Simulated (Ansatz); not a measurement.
Consider Li$_{3}$N (space group P6/mmm, No. 191; a = 3.634 Å, c = 3.865 Å). Axes: x lies along a and z along c of the hexagonal cell.

(Cell as relaxed with PBE.)

Levels (all Ansatz, a program for electronic structure, PAW): PBE (420 eV, no spin-orbit coupling); r2SCAN (500 eV, scalar-relativistic without spin-orbit coupling).

Each level relaxes its own structure.

| base | PBE | r2SCAN |
|---|---|---|
| volume per atom | 11.05 Å³ | 10.88 Å³ |
| lattice parameter a | 3.634 Å | 3.610 Å |
| band gap | 1.06 eV | 1.48 eV |

Perturbation: uniaxial strain ε_zz = −4.05 %, all other strain components held at zero; the atoms relax in the strained cell.

```json
[
 {"quantity": "shortest interatomic distance", "PBE": "1.854 Å", "r2SCAN": "(withheld)"},
 {"quantity": "pressure (mean of the normal stresses, compression positive)", "PBE": "2.51 GPa", "r2SCAN": "(withheld)"},
 {"quantity": "smallest direct gap", "PBE": "1.54 eV", "r2SCAN": "(withheld)"},
 {"quantity": "band gap", "PBE": "1.21 eV", "r2SCAN": "(withheld)"}
]
```

Q: What does r2SCAN give?

A: 
- shortest interatomic distance, r2SCAN: 1.850 Å
- pressure (mean of the normal stresses, compression positive), r2SCAN: 2.64 GPa
- smallest direct gap, r2SCAN: 1.98 eV
- band gap, r2SCAN: 1.63 eV

PBE's shortest interatomic distance lies 0.004 Å above r2SCAN's (0.2 %); PBE's pressure lies 0.13 GPa below r2SCAN's; PBE's smallest direct gap lies 0.448 eV below r2SCAN's; PBE's band gap lies 0.42 eV below r2SCAN's. Neither level is exact; r2SCAN is the comparison here, not a measurement.

Whether these cells are dynamically stable was not tested.
